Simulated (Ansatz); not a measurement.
## Se, space group Im-3m: relaxations under a series of pressures, step by step

Computed with Ansatz's Python interface.

Interactive session:
```pycon
>>> import ansatz as az
>>> import numpy as np
>>> KGRID = (13, 13, 13)
>>> SMEARING_WIDTH = 0.1
>>> def edges_and_angles(cell):
...     cell = np.asarray(cell)
...     a, b, c = np.linalg.norm(cell, axis=1)
...     cosines = cell[1] @ cell[2] / (b * c), cell[0] @ cell[2] / (a * c), cell[0] @ cell[1] / (a * b)
...     return (a, b, c, *np.degrees(np.arccos(cosines)))
...
>>> vectors = np.array([
...     [-1.4038, 1.4038, 1.4038],
...     [1.4038, -1.4038, 1.4038],
...     [1.4038, 1.4038, -1.4038],
... ])
>>> structure = az.Lattice.of(vectors).atom("Se", (0.0, 0.0, 0.0))
>>> calc = (
...     structure.calculation()
...     .kpoints(*KGRID)
...     .occupations(az.OccupationsMethod.METHFESSEL_PAXTON, width=SMEARING_WIDTH)
... )
>>> # H = F + PV, with 1 GPa A^3 = 1/160.21766 eV
>>> rows = []
>>> for pressure in [-2, 0, 2, 5, 10]:
...     result = calc.relax(cell=True, pressure=pressure).run()
...     cell = result.lattice.cell_ang
...     n_atoms = len(result.lattice.sites)
...     volume = abs(np.linalg.det(cell)) / n_atoms
...     enthalpy = result.report["free_energy_ev"] / n_atoms + pressure * volume / 160.21766
...     rows.append((pressure, volume, enthalpy, *edges_and_angles(cell)))
...     print(f"{pressure} GPa done: {volume:.4f} A^3/atom")
...
DeckWarning: basis.ecutwfc = 420 eV, auto-derived from the records' recommended cutoffs: set by Se (normal level)
-2 GPa done: 20.9212 A^3/atom
0 GPa done: 20.3292 A^3/atom
2 GPa done: 19.7927 A^3/atom
5 GPa done: 19.1186 A^3/atom
10 GPa done: 18.2469 A^3/atom
>>> print(" P (GPa)  V (A^3/atom)  H (eV/atom)     a       b       c")
 P (GPa)  V (A^3/atom)  H (eV/atom)     a       b       c
>>> for row in rows:
...     print("{:8.1f} {:12.4f} {:14.5f} {:7.4f} {:7.4f} {:7.4f}".format(*row[:6]))
...
    -2.0      20.9212    -5468.75400  3.0066  3.0066  3.0066
     0.0      20.3292    -5468.49677  2.9779  2.9779  2.9779
     2.0      19.7927    -5468.24647  2.9515  2.9515  2.9515
     5.0      19.1186    -5467.88225  2.9176  2.9176  2.9176
    10.0      18.2469    -5467.29963  2.8726  2.8726  2.8726
>>> p, v = np.array([row[0] for row in rows], float), np.array([row[1] for row in rows])
>>> print("mean bulk modulus between rows (GPa):", np.round(-np.diff(p) / np.diff(np.log(v)), 1))
mean bulk modulus between rows (GPa): [ 69.7  74.8  86.6 107.1]
```

The volume falls from 20.92 Å³ an atom at -2 GPa to 18.25 at 10 GPa, by 12.8 %. Between -2 and 0 GPa, -V dP/dV is about 70 GPa, a mean over that step.

Caveats:
- Absolute energies stand on the zero of these potentials, so only differences at equal settings mean something.
- At a fixed pressure a relaxation lowers the enthalpy F + PV, while F alone can rise.
- For a metal this k-point mesh is coarse: on a finer one energies can move by several to tens of meV an atom and pressures by half a GPa or more, differences at one mesh by less.
- A cell that swells this much on relaxing started as a compressed, perhaps high-pressure structure.
- No functional is typed, so the default, PBE, holds.
- This isn't the structure that Se takes at ambient conditions.
- Warnings are shown shortened and without file and line.
- Symmetry holds the cell in this phase, whether or not it is the stable one at each pressure.
- Hardware and time: 37 s on 1 thread of Arm Neoverse V2 (shared host), peak memory 0.37 GiB.

(Lines on the test bed's own set-up are left out of the output.)
